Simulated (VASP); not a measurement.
# KI (Fm-3m) in VASP: further runs, part 2 of 2

VASP 6.6.1. Earlier steps stand in the parts before.

**6. Single point, PBE**

File INCAR:

```
PREC = Accurate
ENCUT = 300
EDIFF = 1E-6
ISMEAR = 0
SIGMA = 0.05
LREAL = False
LASPH = True
NELM = 100
ALGO = Normal
ISIF = 2
LWAVE = False
LCHARG = False
GGA = PE
NBANDS = 15
ADDGRID = False
```

File KPOINTS:

```
regular mesh
0
Gamma
  4 4 4
```

File POSCAR:

```
KI
1.0
    0.0000000000      3.5327750000      3.5327750000
    3.5327750000      0.0000000000      3.5327750000
    3.5327750000      3.5327750000      0.0000000000
I K
1 1
Direct
    0.5000000000      0.5000000000      0.5000000000
    0.0000000000      0.0000000000      0.0000000000
```

Potentials or basis: VASP PAW PBE potentials, release 64 (I, K_sv).

On the command line:

```bash
> cat potpaw_PBE.64/I/POTCAR potpaw_PBE.64/K_sv/POTCAR > POTCAR
> mpirun -np 1 vasp_std > vasp.out
```

OUTCAR:

```text
PREC = Accurate
   ENCUT = 300
   EDIFF = 1E-6
   ISMEAR = 0
   LREAL = False
   LASPH = True
   NELM = 100
   ISIF = 2
   GGA = PE

 Found      8 irreducible k-points:

 Following reciprocal coordinates:
            Coordinates               Weight
  0.000000  0.000000  0.000000      1.000000
  0.250000  0.000000  0.000000      8.000000
  0.500000  0.000000  0.000000      4.000000
  0.250000  0.250000  0.000000      6.000000
  0.500000  0.250000  0.000000     24.000000
 -0.250000  0.250000  0.000000     12.000000
   k-points           NKPTS =      8   k-points in BZ     NKDIM =      8   number of bands    NBANDS=     15
   number of dos      NEDOS =    301   number of ions     NIONS =      2
   total plane-waves  NPLWV =  21952
   dimension x,y,z NGX =    28 NGY =   28 NGZ =   28
   dimension x,y,z NGXF=    56 NGYF=   56 NGZF=   56
   ions per type =               1   1
   NGX,Y,Z   is equivalent  to a cutoff of   9.32,  9.32,  9.32 a.u.
   NGXF,Y,Z  is equivalent  to a cutoff of  18.63, 18.63, 18.63 a.u.
 SYSTEM =  unknown system
   PREC   = accura    normal or accurate (medium, high low for compatibility)
   ISTART =      0    job   : 0-new  1-cont  2-samecut
   ICHARG =      2    charge: 1-file 2-atom 10-const
   ISPIN  =      1    spin polarized calculation?
   LNONCOLLINEAR =      F non collinear calculations
   LSORBIT =      F    spin-orbit coupling
   LASPH  =      T    aspherical Exc in radial PAW
   ENCUT  =  300.0 eV  22.05 Ry    4.70 a.u.   7.06  7.06  7.06*2*pi/ulx,y,z
   NELM   =    100;   NELMIN=  2; NELMDL= -5     # of ELM steps
   EDIFF  = 0.1E-05   stopping-criterion for ELM
   LREAL  =      F    real-space projection
   EDIFFG = 0.1E-04   stopping-criterion for IOM
   NSW    =      0    number of steps for IOM
   IBRION =     -1    ionic relax: 0-MD 1-quasi-New 2-CG
   NFREE  =      0    steps in history (QN), initial steepest desc. (CG)
   ISIF   =      2    stress and relaxation
   ISYM   =      2    0-nonsym 1-usesym 2-fastsym
   POTIM  = 0.5000    time-step for ionic-motion
   TEBEG  =    0.0;   TEEND  =   0.0 temperature during run
   PSTRESS=    0.0 pullay stress
   NELECT =      16.0000    total number of electrons
   NUPDOWN=      -1.0000    fix difference up-down
   EMIN   =  10.00;   EMAX   =-10.00  energy-range for DOS
   EFERMI =   0.00;   METHOD = LEGACY
   ISMEAR =     0;   SIGMA  =   0.05  broadening in eV -4-tet -1-fermi 0-gaus
   EFERMI_NEDOS =   21; number of points for ismear=-14 and -15
   IALGO  =     38    algorithm
   IMIX   =      4    mixing-type and parameters
     AMIX     =   0.40;   BMIX     =  1.00
     AMIX_MAG =   1.60;   BMIX_MAG =  1.00
  volume/ion in A,a.u.               =      44.09       297.54
  Fermi-wavevector in a.u.,A,eV,Ry     =   0.926806  1.751409 11.686988  0.858969
  Thomas-Fermi vector in A             =   2.052808
   LORBIT       =      0    0 simple, 1 ext, 2 COOP (PROOUT), +10 PAW based schemes
   GGA     = PE    functional components
   LHFCALC =     F    Hartree Fock is set to
   AEXX    =    0.0000 exact exchange contribution
   IVDW    =     0    specifies the selected vdW correction
   LEPSILON=     F    determine dielectric tensor
   LRPA    =     F    only Hartree local field effects (RPA)
 non-spin polarized calculation
 Gauss-broadening in eV      SIGMA  =   0.05
  energy-cutoff  :      300.00
  volume of cell :       88.18
 maximum number of plane-waves:      1056
   NGX = 15   NGY = 15   NGZ = 15

 number of electron      16.0000002 magnetization

 Free energy of the ion-electron system (eV)
  ---------------------------------------------------
  ext. energy  EPLUGINS =         0.00000000
  ---------------------------------------------------
  free energy    TOTEN  =        -5.55494995 eV

  energy without entropy =       -5.55494995  energy(sigma->0) =       -5.55494995

 E-fermi :  -0.1095     XC(G=0):  -7.1772

 val. band max:       -0.4141311550   @ k =   0.0000   0.0000   0.0000
 cond. band min:       3.5494457141   @ k =   0.0000   0.0000   0.0000
 fundamental gap:      3.9635768691
 Fermi energy:        -0.1095487307

 k-point     1 :       0.0000    0.0000    0.0000
  band No.  band energies     occupation
      1     -28.9197      2.00000
      2     -12.4051      2.00000
      3     -12.4051      2.00000
      4     -12.4051      2.00000
      5     -10.9154      2.00000
      6      -0.4141      2.00000
      7      -0.4141      2.00000
      8      -0.4141      2.00000
      9       3.5494      0.00000
     10       6.0818      0.00000
     11       6.0818      0.00000
     12       6.0818      0.00000
     13       6.7977      0.00000
     14       6.7977      0.00000
     15       9.3769      0.00000
[... 73 lines left out ...]
 k-point     6 :      -0.2500    0.2500    0.0000
  band No.  band energies     occupation
      1     -28.9177      2.00000
      2     -12.5066      2.00000
      3     -12.4255      2.00000
      4     -12.4077      2.00000
      5     -10.6922      2.00000
      6      -1.4398      2.00000
      7      -0.9141      2.00000
      8      -0.7403      2.00000
      9       5.7463      0.00000
     10       6.1128      0.00000
     11       6.7859      0.00000
     12       7.3015      0.00000
     13       8.1866      0.00000
     14       8.5233      0.00000
     15       9.3402      0.00000

 [... further k-points ...]
[... 5 lines left out ...]
  --------------------------------------------------------------------------------------
  -------------------------------------------------------------------------------------
  Total        0.2832444      0.2832444      0.2832444      0.0000000      0.0000000     -0.0000000
  in kB        5.1462871      5.1462871      5.1462871      0.0000000      0.0000000     -0.0000000
  external PRESSURE =       5.1462871 kB  Pullay stress =       0.0000000 kB

 VOLUME and BASIS-vectors are now :
 -----------------------------------------------------------------------------
  energy-cutoff  :      300.00
  volume of cell :       88.18
      direct lattice vectors                 reciprocal lattice vectors
     0.000000000  3.532775000  3.532775000    -0.141531799  0.141531799  0.141531799
     3.532775000  0.000000000  3.532775000     0.141531799 -0.141531799  0.141531799
     3.532775000  3.532775000  0.000000000     0.141531799  0.141531799 -0.141531799

 POSITION                                       TOTAL-FORCE (eV/Angst)
 -----------------------------------------------------------------------------------
      3.53277      3.53277      3.53277        -0.000000      0.000000      0.000000
      0.00000      0.00000      0.00000         0.000000     -0.000000     -0.000000
 -----------------------------------------------------------------------------------
    total drift:                                0.000000      0.000000      0.000000

  FREE ENERGIE OF THE ION-ELECTRON SYSTEM (eV)
  ---------------------------------------------------
  free  energy   TOTEN  =        -5.5549499550 eV

  energy  without entropy=       -5.5549499550  energy(sigma->0) =       -5.55494995
```

OSZICAR:

```text
N       E                     dE             d eps       ncg     rms          rms(c)
DAV:   1     0.639771180957E+02    0.63977E+02   -0.49769E+03   240   0.600E+02
DAV:   2    -0.209149207005E+01   -0.66069E+02   -0.62111E+02   326   0.170E+02
DAV:   3    -0.543595356769E+01   -0.33445E+01   -0.33326E+01   324   0.346E+01
DAV:   4    -0.563471853127E+01   -0.19876E+00   -0.19871E+00   382   0.729E+00
DAV:   5    -0.563627509447E+01   -0.15566E-02   -0.15565E-02   324   0.711E-01    0.323E+00
DAV:   6    -0.555300048558E+01    0.83275E-01   -0.94687E-02   310   0.175E+00    0.228E+00
DAV:   7    -0.554937029387E+01    0.36302E-02   -0.11554E-01   310   0.166E+00    0.774E-01
DAV:   8    -0.555425125938E+01   -0.48810E-02   -0.11642E-02   275   0.643E-01    0.130E-01
DAV:   9    -0.555479487006E+01   -0.54361E-03   -0.86473E-04   317   0.170E-01    0.860E-02
DAV:  10    -0.555489747797E+01   -0.10261E-03   -0.10168E-04   315   0.498E-02    0.234E-02
DAV:  11    -0.555494863897E+01   -0.51161E-04   -0.67998E-05   268   0.457E-02    0.185E-02
DAV:  12    -0.555495012529E+01   -0.14863E-05   -0.23596E-06   316   0.116E-02    0.103E-02
DAV:  13    -0.555494995495E+01    0.17034E-06   -0.70547E-07   235   0.416E-03
   1 F= -.55549500E+01 E0= -.55549500E+01  d E =-.101265E-18
```

It took 7.2 s on 1 thread of Intel Xeon Platinum 8259CL at 2.50GHz (Skylake/Cascade Lake), shared host; peak memory 0.15 GiB.

These settings aren't checked as converged: the numbers below hold their error.

Results:

```
Free energy            : -5.5549 eV
Pressure               : 0.5 GPa
Band gap on the k mesh : 3.96 eV, direct
```

Caveat: the cutoff is under 1.25 times the usual one of these potentials, so pressure, stress and relaxed cells hold a basis-set (Pulay) error; spin-orbit coupling is left out, which moves the levels of the heavy elements.
